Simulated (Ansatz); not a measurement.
## CdS: stable or not

It was reached by relaxing an invented guess, and it needn't be the stable form of this composition.

All numbers below come from DFT PBE, scalar-relativistic, plane waves, PAW in Ansatz. Settings of the last relaxation (8-atom cell): 420 eV, 6×6×6 k points, Gaussian smearing of 0.02 eV, no spin polarisation.

```cif
data_structure
_symmetry_space_group_name_H-M 'I-43m'
_symmetry_Int_Tables_number 217
_cell_length_a 8.0847
_cell_length_b 8.0847
_cell_length_c 8.0847
_cell_angle_alpha 90.000
_cell_angle_beta 90.000
_cell_angle_gamma 90.000
_cell_volume 528.44
loop_
_atom_site_label
_atom_site_type_symbol
_atom_site_symmetry_multiplicity
_atom_site_Wyckoff_symbol
_atom_site_fract_x
_atom_site_fract_y
_atom_site_fract_z
_atom_site_occupancy
Cd1 Cd 8 c 0.16073 0.16073 0.16073 1
S1 S 8 c 0.33692 0.33692 0.33692 1
```

The zero of energy is the elements' standard structures at the same level; no fitted shifts are applied.

Question: These tests were run: energy against the elements; random kick, then relaxation without symmetry; phonons at Γ. What do they show?

Answer:

```tsv
test	result
energy against the elements	−0.545 eV/atom
random kick, then relaxation without symmetry	returns
phonons at Γ	lowest optical mode 45 cm⁻¹
```

It fails none of these tests. Other phases of the system weren't compared here, so this isn't yet thermodynamic stability. Phonons away from Γ weren't computed.

The reference form of S is held partly by dispersion forces, which this level lacks. The kick test ran on a coarse mesh. The run for the phonons used a 6×6×6 k mesh. Another cell of CdS relaxed alike, in P3_221, lies 37 meV/atom lower, so this cell isn't the stable form at this level.
